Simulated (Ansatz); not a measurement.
# CoO: the cost of one run

Computed with Ansatz 0.2.0 (DFT PBEsol, scalar-relativistic, plane waves, PAW, unless a step's input says otherwise).

7 further runs of the same task are left out: 6 for a known fault of the program, 1 set aside as unsound or not needed. Runs told in other sessions of the task aren't counted.

## Step 1: The structure to begin with

It takes space group I4mm (No. 107, tetragonal). Conventional cell: a = 2.947 Å, b = 2.947 Å, c = 3.875 Å, α = 90.00°, β = 90.00°, γ = 90.00°. Co (site symmetry 4mm) is surrounded by 6 O at 1.74 to 2.13 Å. O (site symmetry 4mm) is surrounded by 6 Co at 1.74 to 2.13 Å.

Structure file:

```xyz
2
Lattice="0.0000 2.0836 1.9377 2.0836 0.0000 1.9377 2.0836 2.0836 0.0000" Properties=species:S:1:pos:R:3 pbc="T T T"
Co    0.0000    0.0000    0.0417
O     2.0836    2.0836    1.7843
```

## Step 2: Mode 6 frozen in at -0.165 A, normal strain along z -0.0700

input.yaml

```yaml
crystal:
  lattice:
    - [0.0, 2.0835908763, 1.937739515]
    - [2.0835908763, 0.0, 1.937739515]
    - [2.0835908763, 2.0835908763, 0.0]
  atoms:
    - { symbol: Co, position: [0.0107491559, 0.0107491559, -0.0107491559], spin: 2.57 }
    - { symbol: O, position: [0.4604048948, 0.4604048948, 0.5395951052], spin: 0.32 }
basis:
  ecutwfc: 520.0
kpoints:
  mp_grid: { grid: [18, 18, 18] }
hamiltonian:
  xc: pbesol
  pseudopotentials: { kind: paw, azcp: { folder: soft_1 } }
scf:
  occupations: { method: gaussian, width: 0.15 }
output:
  forces: true
  stress: true
  eigenvalues: true
  populations: true
magnetization:
  spin_polarized: true
```

On the command line:

```bash
$ ansatz run input.yaml --threads 2 --pin off --max-ram 4096MiB --backend cpu --events-out ev --progress --plain --runs-dir out
```

What time and memory should one allow on 2 threads of Arm Neoverse N1, shared host?

About 59 s, with a peak of 0.63 GiB.
